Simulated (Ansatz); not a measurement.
# W: the cost of one run

Program: Ansatz 0.2.0. Level of theory: DFT PBE, scalar-relativistic, plane waves, PAW. These are calculated values, not measurements.

### Step 1. The structure to begin with

The structure is hexagonal, space group P6_3/mmc (No. 194). Conventional cell: a = 2.913 Å, b = 2.913 Å, c = 4.729 Å, α = 90.00°, β = 90.00°, γ = 120.00°. W (site symmetry -6m2) has 12 W at 2.90 to 2.91 Å as nearest neighbours.

Coordinates:

```xyz
2
Lattice="2.9135 0.0000 0.0000 -1.4567 2.5231 0.0000 0.0000 0.0000 4.7287" Properties=species:S:1:pos:R:3 pbc="T T T"
W     0.0000    1.6821    1.1822
W     1.4567    0.8410    3.5465
```

This is candidate A: hcp type (P6_3/mmc, No. 194).

(A quick probe on a coarse mesh, which set the mesh and smearing, is not shown.)

### Step 3. A loose first relaxation (candidate A)

File input.yaml:

```yaml
crystal:
  lattice:
    - [2.9134635405, 0.0, 0.0]
    - [-1.4567317703, 2.5231334391, 0.0]
    - [0.0, 0.0, 4.7287056219]
  atoms:
    - { symbol: W, position: [0.3333333333, 0.6666666667, 0.25] }
    - { symbol: W, position: [0.6666666667, 0.3333333333, 0.75] }
basis:
  ecutwfc: 420
kpoints:
  mp_grid: { grid: [6, 6, 4] }
hamiltonian:
  xc: pbe
scf:
  occupations: { method: gaussian, width: 0.1 }
  lower_state_search: "off"
output:
  forces: true
  stress: true
  eigenvalues: true
relax:
  adjacent_minimum: "off"
  f_tol: 0.04
  max_steps: 70
  cell: { stress_tol: 0.4 }
```

Q: Estimate wall time and peak memory on 1 thread of an Arm CPU, shared host.

About 7.1 s, with a peak of 0.28 GiB.
